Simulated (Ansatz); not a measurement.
This log comes from Ansatz, run on rocksalt PbSe. The cell was relaxed with r2SCAN and then strained (epitaxial -4.0 % in the plane normal to [111], free normal strain +4.18 %), with the atoms relaxed again with r2SCAN; k points keep the names of the unstrained zone.

The cell:
```
Pb Se
1.0
     0.16851    3.13366    3.13366
     3.13366    0.16851    3.13366
     3.13366    3.13366    0.16851
Pb Se
1 1
Direct
  0.00000 0.00000 0.00000
  0.50000 0.50000 0.50000
```

Main lines of the log:
```
scf.n_extra_bands = 4 over 15 filled bands (N_el = 30.0): the run solves 19 bands
Crystal: 2 atoms, lattice volume = 56.585 Å³
Basis set: ecut = 420 eV, 1093 PW (Γ)
Bands: 19, of which v1, the nominal top of the filled ones, is band 15 counted from 1 (14 counted from 0)
Symmetry: 12 space group operations
Space group: R-3m (ITA 166)
k-points: 65 of 512
preconditioner: auto → none  [σ=0.020 eV  ℏωp=22.1 eV]
SCF converged after 6 iterations
Free energy (F): -17376.562588 eV
Internal energy: -17376.562434 eV  (E = F + TS)
E sigma→0 (E₀):  -17376.562511 eV
Entropy (-TS):   -0.000154 eV (-0.077 meV/atom)
Fermi energy:    9.248847 eV
--- Forces (eV/Å), atoms counted from 1 ---
  atom   1  Pb      0.00000      0.00000      0.00000
  atom   2  Se      0.00000      0.00000      0.00000
--- Stress (GPa, compression-positive) ---
        3.027977      -0.986548      -0.986548
       -0.986548       3.027977      -0.986548
       -0.986548      -0.986548       3.027977
  P = ⅓ Tr σ = 3.0280 GPa (30.280 kbar)
--- Band table (eV; the first three rows and the last of 65) ---
  k-point 0: bands = […, -7.6200, -4.4490, 2.9102, 6.8545, 7.5579, 7.5579, 13.9744, 13.9744, 14.0865, 15.1380]
  k-point 1: bands = […, -7.6212, -4.3237, 2.5400, 6.9655, 7.5765, 7.7285, 12.8323, 13.2879, 13.3368, 15.5577]
  k-point 2: bands = […, -7.6123, -3.9795, 1.7001, 7.1708, 7.6405, 8.1521, 11.2347, 12.1057, 12.1570, 15.7113]
  k-point 64: bands = […, -7.6017, -3.4472, 0.1114, 7.9669, 7.9669, 9.5984, 9.9143, 11.3674, 11.3674, 17.6799]
```

The file bands.tsv (bands near the Fermi energy, numbered from 0, rounded):
```tsv
# k_distance	band_10	band_11	band_12	band_13	band_14	band_15	band_16	band_17	band_18
# fermi_ev = 9.248847
# [0, 0, 0] at k_distance = 0.000000
# [0.5, 0, 0.5] at k_distance = 1.032509
# [0.625, 0.25, 0.625] at k_distance = 1.387756
# [0.375, 0.375, 0.75] at k_distance = 2.036567
# [0.5, 0.5, 0.5] at k_distance = 2.685378
# [0.5, 0.25, 0.75] at k_distance = 3.434560
# [0, 0, 0.5] at k_distance = 4.145054
# levels_relative_to = fermi_ev
0.000	-13.698	-6.339	-2.394	-1.691	-1.691	4.726	4.726	4.838	5.889
1.033	-12.212	-7.405	-5.085	-3.560	-3.030	3.676	5.371	5.538	6.315
1.388	-12.242	-8.162	-4.679	-2.551	-2.447	3.478	4.074	5.329	5.711
2.037	-12.242	-8.162	-4.679	-2.551	-2.447	3.478	4.074	5.329	5.711
2.685	-12.696	-9.137	-1.282	-1.282	0.350	0.665	2.119	2.119	8.431
3.435	-12.184	-8.060	-4.324	-4.297	-0.833	1.822	4.732	5.170	7.633
4.145	-12.567	-8.780	-1.723	-1.452	-0.118	0.014	1.474	1.710	8.514
```
In order the rows are Γ, X, U, K, L, W, (0, 0, 1/2).

Q: Which of these blocks stood in the input: relax, gw, phonons, dielectric, magnetization (spin_orbit)?

A: None of them. A single point prints forces and stress when the output block asks for them.

Q: Which k mesh was typed?

A: 8×8×8, Γ-centred.

Q: How were the bands filled?

A: With smearing of width σ = 0.02 eV (Fermi-Dirac in this run).

Q: Which functional?

A: PBE. There is no exchange loop, so no exact exchange. The lines shown narrow the functional down without fixing it; this is the one that was run.

With PBE the bands overlap by 0.34 eV (counted from 1, band 15 peaks at L and band 16 bottoms out at k = (0, 0, 1/2)): no gap.

Command: `ansatz run input.yaml --threads 2 --pin off --max-ram 20275MiB --backend cpu --events-out ev --progress --plain --runs-dir out`. It took 1.7 s on 2 threads of AMD EPYC 7R13 Processor (Zen 3), with other jobs on the host, load about 2.4 per core; peak host memory 0.59 GiB.

No spin polarisation and no zero-point or thermal motion.

Spin-orbit coupling is left out, which matters wherever the heavy atoms make up the band edges.

Where bands overlap, v1 and c1 are numbered by the electron count and aren't everywhere filled or empty.

Overlapping bands make a metal at that level, for which these meshes are coarse; small forces, stresses and energy differences are uncertain. A small overlap in a semilocal functional can be an artefact that a hybrid or GW lifts.
